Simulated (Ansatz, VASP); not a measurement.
## Two plane-wave programs on Rh

Contents of POSCAR:

```
Rh
1.0
    1.3441500000      2.3281360000      0.0000000000
   -1.3441500000      2.3281360000      0.0000000000
    0.0000000000      0.0000000000      4.2473390000
Rh
2
Direct
    0.3333300000      0.3333400000      0.2500000000
    0.6666600000      0.6666700000      0.7500000000
```

INCAR.step1

```
SYSTEM = Rh
ALGO = Normal ; EDIFF = 1E-4
ENCUT = 520 ; GGA = PE
ISMEAR = -1 ; LASPH = .TRUE.
LCHARG = .FALSE. ; LDAU = .TRUE.
LDAUJ = 0 ; LDAUL = 2
LDAUTYPE = 2 ; LDAUU = 1
LMAXMIX = 4 ; LREAL = .FALSE.
LWAVE = .TRUE. ; NBANDS = 22
NELM = 150 ; PREC = Accurate
SIGMA = 0.1
```

The input INCAR.step2:

```
SYSTEM = Rh
ALGO = Normal ; EDIFF = 1E-7
ENCUT = 520 ; ISIF = 2
ISMEAR = -1 ; ISTART = 1
LASPH = .TRUE. ; LCHARG = .FALSE.
LDAU = .TRUE. ; LDAUJ = 0
LDAUL = 2 ; LDAUPRINT = 1
LDAUTYPE = 2 ; LDAUU = 1
LMAXMIX = 4 ; LMIXTAU = .TRUE.
LREAL = .FALSE. ; LWAVE = .FALSE.
METAGGA = R2SCAN ; NBANDS = 22
NELM = 150 ; PREC = Accurate
SIGMA = 0.1
```

Contents of KPOINTS:

```
k-points
0
G
  8 8 4
  0 0 0
```

Input for Ansatz:

```yaml
crystal:
  lattice:
    - [1.34415, 2.328136, 0.0]
    - [-1.34415, 2.328136, 0.0]
    - [0.0, 0.0, 4.247339]
  atoms:
    - { symbol: Rh, position: [0.33333, 0.33334, 0.25] }
    - { symbol: Rh, position: [0.66666, 0.66667, 0.75] }
  symmetry: { tolerance: 0.0003 }
kpoints:
  mp_grid: { grid: [8, 8, 4], shift: [0, 0, 0] }
magnetization:
  spin_polarized: false
scf:
  occupations: { method: fermi_dirac }
hamiltonian:
  pseudopotentials: { kind: paw }
  xc: r2scan
  hubbard: { sites: [{ species: Rh, l: d, u_eff: 1.0 }], double_counting: fll }
basis:
  ecutwfc: 500
output:
  forces: true
  stress: true
  eigenvalues: true
```

The cell was built by a generator and needn't be a form met in nature.

Alike in both runs: task single point; functional r2SCAN; k mesh 8 × 8 × 4; no spin polarisation; Hubbard terms Rh d U = 1.0 eV.

```csv
,VASP,Ansatz
version,VASP 6.6.1,Ansatz 0.2.0
potentials or method,"VASP PAW PBE potentials, release 64 (Rh_pv)",PAW plane waves
plane-wave cutoff (eV),520,500
occupations,"fermi-dirac, width 0.1 eV",fermi-dirac
valence electrons in the cell,30,34
```

|  | VASP | Ansatz | Ansatz less VASP |
| --- | --- | --- | --- |
| gap on the k mesh at the Fermi level (eV) | none | none | - |
| pressure (GPa) | 10.5 | 10.9 | +0.47 |
| largest component of the traceless stress (GPa) | 3.66 | 3.73 | +0.079 |

The programs project onto different local orbitals, so the same U acts differently. A gap of «none» marks a metal or a gap that the smearing closes. The two sets of potentials don't hold the same shells in valence. Ansatz warned: «filled_band_counts_differ_across_k_points».

Caveats: the k mesh is coarse (spacing up to 0.37 Å⁻¹), so the values aren't converged; the PAW data sets were made with another functional, which shifts forces and pressure a little (VASP); U without spin polarisation on a metal has little footing; the U is typed as a test and isn't derived for this compound.
